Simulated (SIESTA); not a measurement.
Runs of SIESTA 5.4.2 on FeO (Wuestite). Symmetry: Fm-3m, No. 225, cubic system. The conventional cell has a = 4.311 Å, b = 4.311 Å, c = 4.311 Å, α = 90.00°, β = 90.00°, γ = 90.00°. Around Fe (site symmetry m-3m) lie 6 O at 2.16 Å. Around O (site symmetry m-3m) lie 6 Fe at 2.16 Å. 

```csv
task,level,potentials or basis,cell,k mesh,optimiser,force tolerance,energy shift,gap on the mesh (eV),pressure (GPa),moment (μB)
single point,PBE,"PseudoDojo 0.4 standard (PBE files), DZP (energy shift 0.003 Ry; two zetas on semicore shells)",as given,11 × 11 × 11,-,-,0.003 Ry,none,0.3,4.00
single point,PBE,"PseudoDojo 0.4 standard (PBE files), TZP (energy shift 0.002 Ry)",as given,8 × 8 × 8,-,-,0.002 Ry,none,(a),4.00
band structure,PBEsol,"PseudoDojo 0.4 standard (PBEsol files), TZP (energy shift 0.002 Ry)",as given,8 × 8 × 8,-,-,0.002 Ry,none,-8.1,4.00
band structure,PBE,"PseudoDojo 0.4 standard (PBE files), DZP (energy shift 0.002 Ry)",as given,11 × 11 × 11,-,-,0.002 Ry,none,0.3,4.00
single point,LDA,"PseudoDojo 0.4 standard (LDA files), DZP (energy shift 0.002 Ry)",as given,8 × 8 × 8,-,-,0.002 Ry,none,-14.6,4.00
relaxation of cell and atoms,PBEsol,"PseudoDojo 0.4 standard (PBEsol files), DZP (energy shift 0.002 Ry)",relaxed,8 × 8 × 8,CG,0.01 eV/Å,0.002 Ry,none,-0.1,4.00
```

Alike in all rows: spin collinear, ferromagnetic start; smearing fermi-dirac 0.05 eV; grid cutoff 800 Ry.

**Question.** Fill in the values left out.

**Answer.** (a) 0.1.

Caveats: the basis of atomic orbitals isn't converged, which shifts pressures, moduli and gaps; a cell with one magnetic atom can't hold antiferromagnetic order, which such compounds often take; semilocal functionals often make such compounds metallic where correlation or magnetic order opens a gap, which also shifts bond lengths; semicore shells carry a single zeta, which can move pressures by several GPa and volumes by a few percent (some runs); short orbitals over semicore shells can move pressures by several GPa (some runs).

A k mesh can miss the band edges.

A gap of «none» marks a metal or a gap under the smearing width.

Not every run made on this cell is shown here.
